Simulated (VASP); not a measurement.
Pd: relaxation of cell and atoms with PBE

Pd:

```xyz
1
Lattice="0.0000 1.9465 1.9465 1.9465 0.0000 1.9465 1.9465 1.9465 0.0000" Properties=species:S:1:pos:R:3 pbc="T T T"
Pd    0.0000    0.0000    0.0000
```

```json
{
 "Program": "VASP 6.6.1",
 "Task": "relaxation of cell and atoms",
 "Functional": "PBE",
 "Potentials or basis": "VASP PAW PBE potentials, release 64 (Pd)",
 "Cutoff": "600 eV",
 "k mesh": "16 × 16 × 16",
 "Occupations": "methfessel-paxton, width 0.1 eV",
 "Spin": "no spin polarisation",
 "Further INCAR settings": "ALGO = Normal; EDIFF = 1e-06; IBRION = 2; EDIFFG = -0.01; NSW = 90; ISIF = 3"
}
```

| Item | Value |
| --- | --- |
| Relaxed volume | 15.30 Å³/atom |
| Relaxed cell | a = 2.786 Å, b = 2.786 Å, c = 2.786 Å, α = 60.00°, β = 60.00°, γ = 60.00° |
| Space group after relaxing (to 0.05 Å) | Fm-3m (No. 225) |
| Energy gained by relaxing | 10.9 meV/atom |
| Ionic steps | 3 |
| Pressure after relaxing | -0.1 GPa |
| Band gap on the k mesh | none (metal or under the smearing width) |

The path:
```tsv
step	energy change (eV)	largest force (eV/Å)	pressure (GPa)	volume (Å³)
1	0.0000	0.0000	6.74	14.75
2	0.0101	0.0000	-7.70	16.11
3	-0.0109	0.0000	-0.07	15.30
```

Final structure:
```
Pd
1.0
     0.00000    1.97026    1.97026
     1.97026    0.00000    1.97026
     1.97026    1.97026    0.00000
Pd
1
Direct
  0.00000 0.00000 0.00000
```

Levels at points of the mesh, in eV from the Fermi level:
```tsv
k point	band 3	band 4	band 5	band 6	band 7	band 8
(0.00, 0.00, 0.00)	-2.68	-2.68	-1.16	-1.16	17.16	21.73
(0.50, 0.00, 0.00)	-2.72	-0.03	-0.03	1.09	7.03	16.51
(0.50, 0.50, 0.00)	-0.06	0.27	0.27	3.34	10.39	13.00
```

Run time: 15 s on 2 MPI ranks on AMD EPYC 9R45 96-Core Processor (Zen 5), with other jobs on the host, peak memory 0.14 GiB a rank.

PBE usually gives volumes a little too large and moduli too small. Zero-point motion and thermal expansion aren't in these numbers.
